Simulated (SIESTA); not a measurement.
The system is Sb.

```xyz
1
Lattice="3.1600 0.0000 0.0000 0.0000 3.1600 0.0000 0.0000 0.0000 3.1600" Properties=species:S:1:pos:R:3 pbc="T T T"
Sb    0.0000    0.0000    0.0000
```

This isn't the form of Sb at room conditions, which is rhombohedral.

* Program: SIESTA 5.4.2
* Task: relaxation of cell and atoms
* Functional: WC
* Potentials or basis: PseudoDojo 0.4 standard (PBEsol files)
* Basis: DZP (energy shift 0.003 Ry; two zetas on semicore shells)
* Grid cutoff: 500 Ry
* Energy shift: 0.003 Ry
* k mesh: 8 × 8 × 8
* Occupations: fermi-dirac, width 0.05 eV
* Spin: no spin polarisation

At the start: pressure -3.7 GPa; volume 31.55 Å³/atom.

**Question.** Where does the relaxation end?

**Answer.** Over 4 steps the energy falls by 25.5 meV/atom and the volume is 29.49 Å³/atom (-6.6 %); space group Pm-3m (No. 221, to 0.05 Å).

Step by step:
```
step  energy change (eV)  largest force (eV/Å)  pressure (GPa)  volume (Å³)
   1              0.0000                0.0000           -3.71        31.55
   2             -0.0179                0.0000           -2.16        30.58
   3             -0.0254                0.0000            0.24        29.37
   4             -0.0255                0.0000            0.00        29.49
```

Final structure:
```
Sb
1.0
     3.08935    0.00000    0.00000
     0.00000    3.08935    0.00000
     0.00000    0.00000    3.08935
Sb
1
Direct
  0.00000 0.00000 0.00000
```

Caveat: the potentials were made for another functional, which shifts forces and pressure; the basis of atomic orbitals isn't converged, which shifts pressures, moduli and gaps.
